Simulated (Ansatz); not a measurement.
Crystal: Sn.

```
CELL_PARAMETERS angstrom
-2.94014 2.94014 1.59930
2.94014 -2.94014 1.59930
2.94014 2.94014 -1.59930
ATOMIC_POSITIONS crystal
Sn 0.00000 0.00000 0.00000
Sn 0.75000 0.25000 0.50000
```

Base run:

```yaml
Program: Ansatz 0.2.0
Functional: PBE
Potentials_or_basis: all-electron LAPW, scalar-relativistic
Cutoff: 208 eV (chosen from the basis error)
Basis_error_allowed: 0.001 eV/atom
k_mesh: 9 × 9 × 9
Occupations: gaussian, width 0.011 eV
Spin: no spin polarisation
```

Its results: band gap on the k mesh none (metal or under the smearing width); pressure 1.4 GPa.

Problem. The run is repeated on the same cell with these changes: functional from PBE to LDA; occupations from gaussian, width 0.011 eV to gaussian, width 0.02 eV. What comes out?

Solution. Band gap on the k mesh none (metal or under the smearing width); pressure -2.8 GPa.
